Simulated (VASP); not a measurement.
Crystal: Ag2O.

```
Ag O
1.0
     4.75399    0.00000    0.00000
     0.00000    4.75399    0.00000
     0.00000    0.00000    4.75399
Ag O
4 2
Direct
  0.25000 0.25000 0.75000
  0.75000 0.25000 0.25000
  0.25000 0.75000 0.25000
  0.75000 0.75000 0.75000
  0.00000 0.00000 0.00000
  0.50000 0.50000 0.50000
```

The cell comes from a database or a generator and needn't be the stable form of this composition.

| Item | Value |
| --- | --- |
| Program | VASP 6.6.1 |
| Task | relaxation of cell and atoms |
| Functional | PBE |
| Potentials or basis | VASP PAW PBE potentials, release 64 (Ag, O) |
| Cutoff | 600 eV |
| k mesh | 8 × 8 × 8 |
| Occupations | gaussian, width 0.1 eV |
| Spin | no spin polarisation |

At the start: pressure 2.6 GPa; volume 17.91 Å³/atom.

Problem. Where does the relaxation end?

Solution. Over 3 steps the energy falls by 5.0 meV/atom and the volume is 18.53 Å³/atom (+3.5 %); space group Pn-3m (No. 224, to 0.05 Å).

Step by step:
```csv
step,energy change (eV),largest force (eV/Å),pressure (GPa),volume (Å³)
1,0.0000,0.0000,2.64,107.44
2,-0.0283,0.0000,-0.56,112.10
3,-0.0299,0.0000,0.00,111.19
```

Final structure:
```
Ag O
1.0
     4.80865    0.00000    0.00000
     0.00000    4.80865    0.00000
     0.00000    0.00000    4.80865
Ag O
4 2
Direct
  0.25000 0.25000 0.75000
  0.75000 0.25000 0.25000
  0.25000 0.75000 0.25000
  0.75000 0.75000 0.75000
  0.00000 0.00000 0.00000
  0.50000 0.50000 0.50000
```
